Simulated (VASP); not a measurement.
# I under changes of volume

One of the cells (41.364 Å³/atom); the others are scaled copies at fixed shape and fractional positions:

```
I
1.0
     0.00000    2.38127    3.93573
     2.20676    0.00000    3.93573
     2.20676    2.38127    0.00000
I
1
Cartesian
  0.0000 0.0000 0.0000
```

```yaml
Program: VASP 6.6.1
Functional: PBE
Potentials_or_basis: VASP PAW PBE potentials, release 64 (I)
Cutoff: 520 eV
k_mesh: 9 × 9 × 9
Occupations: fermi-dirac, width 0.05 eV
Spin: no spin polarisation
```

```csv
volume (Å³/atom),energy over the lowest point (meV/atom),pressure (GPa)
38.120,?,?
38.931,10.75,1.6
39.742,4.28,1.0
41.364,0.00,-0.1
42.175,1.53,-0.5
42.986,5.11,-0.9
```

**Question.** What does the run at 38.120 Å³/atom give?

**Answer.** Energy over the lowest point 20.60 meV/atom; pressure 2.3 GPa.

Worked out: A Birch-Murnaghan fit of order 3 (a polynomial in V^(-2/3)) to the other rows has its minimum at 41.22 Å³/atom with B0 = V·E''(V) = 24 GPa and B' = 5.4 at fixed shape and positions, which overstates the stiffness. It gives 20.63 meV/atom at 38.120 Å³/atom, against the run's 20.60, and -dE/dV = 2.3 GPa, against 2.3.

Energies are extrapolated to zero smearing.

Caveats: an odd number of electrons without spin polarisation forces a metal; a magnetic or distorted state may lie lower.
